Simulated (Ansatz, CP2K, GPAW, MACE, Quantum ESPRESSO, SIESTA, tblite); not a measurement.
**Generalised stacking fault on (110) of a LiCl-LiBr solid solution (56 atoms) in GPAW**

How do the settings of GPAW change the result for generalised stacking fault on (110) of a LiCl-LiBr solid solution (56 atoms)? A plane-wave run serves as the yardstick.

Calculated with GPAW 26.7.0; the method is named at each step.

**1. The starting structure**

The cell holds 56 atoms: 28 Li, 10 Br and 18 Cl. Its edges and angles: a = 7.448 Å, b = 5.266 Å, c = 26.357 Å, α = 90.0°, β = 85.3°, γ = 90.0°. Rock-salt LiCl lattice (a = 5.2663 Å, the value set for the mixture), cell with z along [110], 2 x 1 x 7 periods; the third cell vector is tilted by 0.583 of 1/2[1-10] and lengthened by 0.2 Å, so the cell holds one fault; displaced by a Gaussian of 0.01 Å; 10 of 28 Cl sites given to Br at random (lattice constant by Vegard's rule between LiCl and LiBr). Then every atom was moved at random, 0.02 Å r.m.s. a Cartesian component. The structure's axis is c.

The yardstick, on the same geometry:

```
method                                           : Kohn-Sham DFT, PBE, SSSP efficiency 1.3.0 pseudopotentials, plane waves (Quantum ESPRESSO 7.5); sssp-pbe-1.3.0-efficiency, cutoffs 45/360 Ry, Γ point
r.m.s. force component                           : 0.5155 eV/Å
longest force                                    : 3.128 eV/Å
pressure                                         : 0.7083 GPa
gap (highest filled to lowest empty level) : 5.253 eV
time                                             : 3.9 min on 2 MPI ranks of Arm Neoverse V1, shared host
CPU time                                         : 7.9 min
```

**2. PBE, LCAO dzp, h 0.2 Å**

Method: Kohn-Sham DFT, PBE, PAW, atomic orbitals (dzp).

File run.py:

```python
import numpy as np
from ase.io import read
from gpaw import GPAW, FermiDirac

atoms = read("structure.xyz")
atoms.calc = GPAW(
    mode="lcao",
    basis="dzp",
    h=0.2,
    xc="PBE",
    kpts={"size": (1, 1, 1), "gamma": True},
    occupations=FermiDirac(0.05),
    maxiter=200,
    symmetry={"point_group": False},
    txt="gpaw.txt",
)
energy = atoms.get_potential_energy(force_consistent=True)
forces = atoms.get_forces()
print(f"energy {energy:.6f} eV")
print("forces (eV/A)")
for i, (a, f) in enumerate(zip(atoms, forces)):
    print(f"{i:4d} {a.symbol:2s} {f[0]:10.5f} {f[1]:10.5f} {f[2]:10.5f}")
print(f"Fermi level {atoms.calc.get_fermi_level():.4f} eV")
for k in range(len(atoms.calc.get_ibz_k_points())):
    for s in range(atoms.calc.get_number_of_spins()):
        e = atoms.calc.get_eigenvalues(kpt=k, spin=s)
        n = np.searchsorted(e, atoms.calc.get_fermi_level())
        print(f"k {k} spin {s} levels about the Fermi level:", np.round(e[max(n - 6, 0):n], 4).tolist(), "|", np.round(e[n:n + 6], 4).tolist())
```

File structure.xyz:

```xyz
56
Lattice="7.44767 0.00000 0.00000 0.00000 5.26630 0.00000 2.17226 0.00000 26.26686" Properties=species:S:1:pos:R:3 pbc="T T T"
Li 7.51284 0.02196 26.08142
Br 5.57069 0.00463 1.87572
Li 7.42713 5.25714 3.74119
Cl 5.61168 0.00627 5.58460
Li 7.46481 0.00016 7.43615
Cl 5.54113 5.25040 9.33340
Li 7.43204 0.01169 11.16263
Cl 5.59371 0.00463 13.04281
Li 7.48261 0.00053 14.86310
Cl 5.61696 0.01501 16.72175
Li 7.47312 0.00342 18.60639
Cl 5.59967 5.26630 20.48421
Li 7.48315 0.03486 22.32631
Cl 5.58641 5.24381 24.16840
Li 3.75450 0.02512 26.09823
Br 1.84967 0.04750 1.84131
Li 3.71696 5.25735 3.71098
Cl 1.83162 5.26114 5.54677
Li 3.72638 0.02422 7.44876
Br 1.85869 5.24955 9.28639
Li 3.70747 5.24697 11.17445
Cl 1.84953 0.01843 13.04990
Li 3.68888 0.00116 14.91406
Cl 1.87256 5.25603 16.74512
Li 3.72765 5.24666 18.60954
Cl 1.83807 0.01443 20.46530
Li 3.69196 0.02602 22.30529
Cl 9.31024 5.25972 24.18180
Li 1.87453 2.69024 1.87624
Cl 7.48118 2.61330 3.70310
Li 1.87356 2.63257 5.58565
Cl 7.43176 2.62941 7.41566
Li 1.87121 2.55932 9.31081
Br 7.41929 2.61940 11.18495
Li 1.86246 2.62467 13.04045
Cl 7.43192 2.61256 14.85627
Li 1.89571 2.62952 16.75931
Cl 7.43208 2.63884 18.61086
Li 1.85774 2.62146 20.45453
Cl 7.51136 2.63341 22.33602
Li 9.29678 2.61372 24.15868
Cl 7.44835 2.68092 26.04280
Li 5.60560 2.63973 1.88176
Br 3.74206 2.64563 3.70914
Li 5.57912 2.61546 5.57803
Br 3.69678 2.62831 7.41330
Li 5.59927 2.61667 9.32946
Br 3.70705 2.66059 11.18206
Li 5.56347 2.61193 13.05174
Cl 3.69761 2.63594 14.91511
Li 5.60661 2.63362 16.72805
Br 3.73291 2.60908 18.58853
Li 5.56624 2.61351 20.48973
Br 3.71467 2.63004 22.30792
Li 5.57185 2.59971 24.16971
Br 3.70065 2.65406 26.07117
```

Run with:

```bash
$ OMP_NUM_THREADS=1 python run.py > output.txt
```

Log:

```text
energy -190.741798 eV
forces (eV/A)
   0 Li   -0.35450    0.00521   -2.97815
   1 Br    0.38371    0.02353    2.73843
   2 Li    0.06393    0.01021    0.10698
   3 Cl   -0.06722   -0.03563    0.07603
   4 Li   -0.20484    0.00018   -0.20613
   5 Cl    0.09816    0.05756   -0.03502
   6 Li   -0.17346   -0.04915    0.17471
   7 Cl   -0.06938   -0.02788   -0.07452
   8 Li   -0.08779    0.00051    0.02977
   9 Cl   -0.04302   -0.02930    0.04511
  10 Li   -0.07944    0.00214    0.00006
  11 Cl   -0.08004   -0.00796   -0.02653
  12 Li   -0.03922   -0.02743    0.05724
  13 Cl    0.03844    0.07139    0.13407
  14 Li   -0.43560   -0.05158   -3.56918
  15 Br    0.49909   -0.04748    3.49032
  16 Li   -0.02455    0.04939    0.17235
  17 Cl    0.06742   -0.00031    0.06496
  18 Li    0.15216   -0.06559   -0.20746
  19 Br   -0.05404   -0.07199    0.04966
  20 Li    0.17587    0.10063    0.17579
  21 Cl    0.03851   -0.03833   -0.05380
  22 Li    0.07638    0.00374   -0.00042
  23 Cl    0.03413   -0.02480    0.04804
[...]
48 Li    0.02466    0.00887    0.29737
  49 Cl   -0.01509    0.00731   -0.03301
  50 Li    0.16049   -0.00083   -0.13154
  51 Br   -0.00149    0.05377    0.02943
  52 Li    0.38479    0.01163   -0.02913
  53 Br    0.04933    0.04984    0.01658
  54 Li    0.31913    0.02855    0.15657
  55 Br   -0.41058   -0.01656   -2.58362
Fermi level 3.6652 eV
k 0 spin 0 levels about the Fermi level: [0.7415, 0.7451, 0.8421, 0.9623, 1.1243, 1.3195] | [6.4868, 6.9237, 6.9704, 7.8555, 7.8757, 7.9203]
```

gpaw.txt:

```text
Input parameters:
  mode=LCAO(),
  basis={'default': 'dzp'},
  h=0.2,
  kpts=MonkhorstPack(size=(1, 1, 1), gamma=True),
  maxiter=200,
  occupations=Occupations(name='fermi-dirac', width=0.05, fixmagmom=False),
  symmetry=Symmetry(point_group=False),
  xc=XC(name='PBE')
Unit cell  # Å
| periodic |        x |        y |         z |   lengths |    angles |
|----------|----------|----------|-----------|-----------|-----------|
|      yes | 7.447670 | 0.000000 |  0.000000 |  7.447670 | 90.000000 |
|      yes | 0.000000 | 5.266300 |  0.000000 |  5.266300 | 85.272417 |
|      yes | 2.172260 | 0.000000 | 26.266860 | 26.356530 | 90.000000 |
Number of symmetries: 1
Symmetry operations  # r_c * U_cc + t_c -> r_c
|   | kind |            matrix            |
|---|------|------------------------------|
| 0 |  E   |  1, 0, 0,  0, 1, 0,  0, 0, 1 |
BZ-sampling:
  Number of BZ points: 1
  Number of IBZ points: 1
  Monkhorst-Pack size: [1, 1, 1]
  Monkhorst-Pack shift: [0, 0, 0]
[... lines left out ...]
      Number of RI-basis functions 0
Reference energy: -940689.625382  # eV
eigensolver:
density mixing:
  MSR1-Mixer
occupation numbers:
  Fermi-Dirac:
    width: 0.0500  # eV
FastPoissonSolver using
    Stencil: 8*3+1=25 point O(h^6) finite-difference Laplacian
xc functional:
  name: PBE with 2 nearest neighbor stencil
interpolation: tri-quintic # 5. degree polynomial
Initialization done in: 6.646 s
convergence criteria:
- Maximum [total energy] change in last 3 cyles: 0.0005 eV / valence electron
- Maximum integral of absolute [dens]ity change: 0.0001 electrons / valence electron
- Maximum integral of absolute [eigenst]ate change: 4e-08 eV^2 / valence electron
maximum number of iterations: 200
SCF iterations
|iter     |      energy | eigst |  dens |
|---------|-------------|-------|-------|
|iter:   1| -190.451112 |      c|       |
|iter:   2| -190.413406 |      c| -1.36 |
|iter:   3| -190.674166 |      c| -1.39 |
|iter:   4| -190.740687 |      c| -1.94 |
|iter:   5| -190.741881c|      c| -2.73 |
|iter:   6| -190.741817c|      c| -3.53 |
|iter:   7| -190.741799c|      c| -3.91 |
|iter:   8| -190.741798c|      c| -4.58c|
Converged in 8 steps
SCF loop duration: 48.616 s (6.077 s/step)
Energy contributions relative to reference atoms: (reference = -940689.625382)
Energy contributions:
  Kinetic:         359.693839
  Coulomb:        -351.202149
  Zero:              1.949126
  External:          0.000000
  Xc:             -201.182615
  Entropy:          -0.000000
  Spinorbit:         0.000000
  ----------------------------
  Free energy:    -190.741798
  Extrapolated:   -190.741798
dipole moment: (26.774039, -57.735690, 170.585795)  # |e|*Ang
Fermi level: 3.665
Eigenvalues  # (at kpt = [0.000, 0.000, 0.000])
| band index |      eig [eV] | occ [0-2] |
|------------|---------------|-----------|
|          0 |       -12.705 |     2.000 |
|        ... |               |           |
|        104 |         0.685 |     2.000 |
|        105 |         0.721 |     2.000 |
[...]
|        119 |         8.031 |     0.000 |
|        ... |               |           |
|        138 |         9.433 |     0.000 |
Gap: 5.167 eV
Transition (v -> c):
  (s=0, k=0, n=111, [0.00, 0.00, 0.00]) -> (s=0, k=0, n=112, [0.00, 0.00, 0.00])
No difference between direct/indirect transitions
Force computation time: 13.992  # s
timing:  # [seconds]
  Total:  69.289  # ━━━━━━━━━━━━━━━━━━━━━━━━━━━━━━━━━━━━━━━━━━━━━━━━━━━━━━━━━
  Init:    6.646  # ━━━━━╸
  SCF:    48.616  # ━━━━━━━━━━━━━━━━━━━━━━━━━━━━━━━━━━━━━━━━
  Forces: 13.992  # ━━━━━━━━━━━╸
```

Run time: 71 s. Hardware: 1 thread of Arm Neoverse V1, shared host; peak memory 1 GiB.

Banners, paths, timers and routine set-up lines are dropped from the logs unmarked, and long logs keep their key lines alone; longer cuts are marked.

Against the reference:

```yaml
r_m_s_force_component: 0.5974 eV/Å
r_m_s_difference_of_force_components: 83.59 meV/Å
longest_difference_of_force_vectors: 468.5 meV/Å
force_difference_over_r_m_s_force: 16.22 %
slope_of_forces_against_the_reference_s: 1.158
correlation_of_force_components: 0.9995
spacing_of_highest_filled_and_lowest_empty_level: 5.167 eV
gap_difference: -0.0856 eV
```

Length of the force difference by element (eV/Å):

| element | atoms | mean | most |
| --- | --- | --- | --- |
| Br | 10 | 0.14 | 0.46 |
| Cl | 18 | 0.047 | 0.25 |
| Li | 28 | 0.085 | 0.47 |

Levels nearest the highest filled one (eV from it): -0.58, -0.57, -0.48, -0.36, -0.20, 0.00, 5.17, 5.60, 5.65, 6.54, 6.56, 6.60.

The surroundings of Li9, picked at random, nearest first, numbered as they follow in the input and with coordinates relative to it.

```
atom      x      y      z  distance (Å)  bonds     Fx     Fy  Fz (eV/Å)
 Li9   0.00   0.00   0.00          0.00      6  -0.09   0.00       0.03
Cl22   1.81   0.02  -1.81          2.57      6   0.04  -0.04      -0.05
Cl36  -0.05   2.61  -0.01          2.61      6   0.06   0.03       0.06
 Cl8  -1.89   0.00  -1.82          2.62      6  -0.07  -0.03      -0.07
Cl24   1.84  -0.01   1.88          2.63      6   0.03  -0.02       0.05
Cl10  -1.87   0.01   1.86          2.63      6  -0.04  -0.03       0.05
Cl36  -0.05  -2.65  -0.01          2.65      6   0.06   0.03       0.06
Li23   3.65   0.00   0.05          3.65      6   0.08   0.00       0.00
Li35   1.83   2.62  -1.82          3.68      6  -0.05   0.01       0.31
```

Atoms are counted from 1 here, from 0 in the log.

Forces lie 16 % from the reference's, at 0.15 times its CPU time (on 1 against 2 cores).

**3. revPBE, LCAO dzp, h 0.2 Å**

Method: Kohn-Sham DFT, revPBE, PAW, atomic orbitals (dzp).

run.py: that of step 2 with these lines changed.

```diff
@@ -9,3 +9,3 @@
     h=0.2,
-    xc="PBE",
+    xc="revPBE",
     kpts={"size": (1, 1, 1), "gamma": True},
```

structure.xyz is that of step 2.

Log:

```text
energy -179.717764 eV
forces (eV/A)
   0 Li   -0.36761    0.00718   -3.06433
   1 Br    0.39992    0.02494    2.81262
   2 Li    0.06455    0.00938    0.11068
   3 Cl   -0.07090   -0.03879    0.07757
   4 Li   -0.20992   -0.00123   -0.20803
   5 Cl    0.10326    0.05956   -0.04149
   6 Li   -0.17488   -0.05390    0.17831
   7 Cl   -0.07416   -0.03085   -0.07286
   8 Li   -0.09037   -0.00168    0.03250
   9 Cl   -0.04435   -0.03319    0.04732
  10 Li   -0.08177    0.00200   -0.00014
  11 Cl   -0.07959   -0.01019   -0.02908
[...]
51 Br    0.00025    0.05714    0.03341
  52 Li    0.39371    0.01416   -0.03095
  53 Br    0.05075    0.05395    0.01930
  54 Li    0.32466    0.03096    0.15698
  55 Br   -0.42898   -0.01775   -2.65902
Fermi level 3.7584 eV
k 0 spin 0 levels about the Fermi level: [0.8297, 0.8332, 0.9258, 1.0448, 1.2094, 1.3976] | [6.7669, 7.1951, 7.2539, 8.0868, 8.1485, 8.1642]
```

gpaw.txt:

```text
Input parameters:
  mode=LCAO(),
  basis={'default': 'dzp'},
  h=0.2,
  kpts=MonkhorstPack(size=(1, 1, 1), gamma=True),
  maxiter=200,
  occupations=Occupations(name='fermi-dirac', width=0.05, fixmagmom=False),
  symmetry=Symmetry(point_group=False),
  xc=XC(name='revPBE')
[... lines left out ...]
  Fermi-Dirac:
[... lines left out ...]
convergence criteria:
- Maximum [total energy] change in last 3 cyles: 0.0005 eV / valence electron
[... lines left out ...]
Converged in 8 steps
[... lines left out ...]
  Free energy:    -179.717764
[... lines left out ...]
Fermi level: 3.758
[... lines left out ...]
|          0 |       -12.598 |     2.000 |
|        ... |               |           |
|        104 |         0.771 |     2.000 |
|        105 |         0.809 |     2.000 |
[...]
|        119 |         8.257 |     0.000 |
|        ... |               |           |
|        138 |         9.680 |     0.000 |
Gap: 5.369 eV
Transition (v -> c):
  (s=0, k=0, n=111, [0.00, 0.00, 0.00]) -> (s=0, k=0, n=112, [0.00, 0.00, 0.00])
No difference between direct/indirect transitions
Force computation time: 14.095  # s
timing:  # [seconds]
  Total:  69.838  # ━━━━━━━━━━━━━━━━━━━━━━━━━━━━━━━━━━━━━━━━━━━━━━━━━━━━━━━━━
  Init:    6.900  # ━━━━━╸
  SCF:    48.809  # ━━━━━━━━━━━━━━━━━━━━━━━━━━━━━━━━━━━━━━━━
  Forces: 14.095  # ━━━━━━━━━━━╸
```

Run time: 71 s. Hardware: 1 thread; peak memory 1 GiB.

Compared with the plane-wave run:

```
r.m.s. force component                           : 0.6144 eV/Å
r.m.s. difference of force components            : 100.5 meV/Å
longest difference of force vectors              : 565.8 meV/Å
force difference over r.m.s. force               : 19.49 %
slope of forces against the reference's          : 1.191
correlation of force components                  : 0.9995
gap (highest filled to lowest empty level) : 5.369 eV
gap difference                                   : 0.1164 eV
```

Against the first run (16 %), the force difference from the reference is 19 %, at 1.0 times the CPU time; the model has changed, so this is no error of the program alone.

(Part 1 of 2 ends here.)

[Also dropped from logs without a mark: logging warnings of Python, and SIESTA's first energy breakdown and zero terms.]

[Logs are printed without paths, hosts, clocks, repeated set-up lines and the standing remarks that a program may print on its own settings, such as how far it seeks lower states.]

[Hosts, paths, dates, database ids (printed as entryN), source tags and the programs' standing remarks are cut or masked in the printed files.]
